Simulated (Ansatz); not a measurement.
# Zr (bcc type): the cost of one run

Program: Ansatz 0.2.0. Level of theory: DFT PBE, scalar-relativistic. These are calculated values, not measurements.

1 further run of the same task is left out (set aside as unsound or not needed).

**1. The structure to begin with**

Symmetry: Im-3m, No. 229, cubic system. The conventional cell has a = 3.571 Å, b = 3.571 Å, c = 3.571 Å, α = 90.00°, β = 90.00°, γ = 90.00°. Around Zr (site symmetry m-3m) lie 8 Zr at 3.09 Å.

Structure file:

```
Zr
1.0
    -1.78526    1.78526    1.78526
     1.78526   -1.78526    1.78526
     1.78526    1.78526   -1.78526
Zr
1
Direct
  0.00000 0.00000 0.00000
```

**2. Relaxing the guess with PAW**

Input file input.yaml:

```yaml
crystal:
  lattice:
    - [-1.7852584892, 1.7852584892, 1.7852584892]
    - [1.7852584892, -1.7852584892, 1.7852584892]
    - [1.7852584892, 1.7852584892, -1.7852584892]
  atoms:
    - { symbol: Zr, position: [0.0, 0.0, 0.0] }
kpoints:
  mp_grid: { grid: [16, 16, 16] }
scf:
  occupations: { method: fermi_dirac, width: 0.05 }
hamiltonian:
  xc: pbe
  pseudopotentials: { kind: paw }
output:
  forces: true
  stress: true
relax:
  f_tol: 0.005
  max_steps: 80
  cell: {}
```

Launch:

```console
$ ansatz run input.yaml --threads 1 --pin off --max-ram 2048MiB --backend cpu --events-out ev --progress --plain --runs-dir out
```

What time and memory should one allow on 1 thread of AMD EPYC 7R43 (Zen 3), shared host?

About 5.1 s, with a peak of 0.38 GiB.
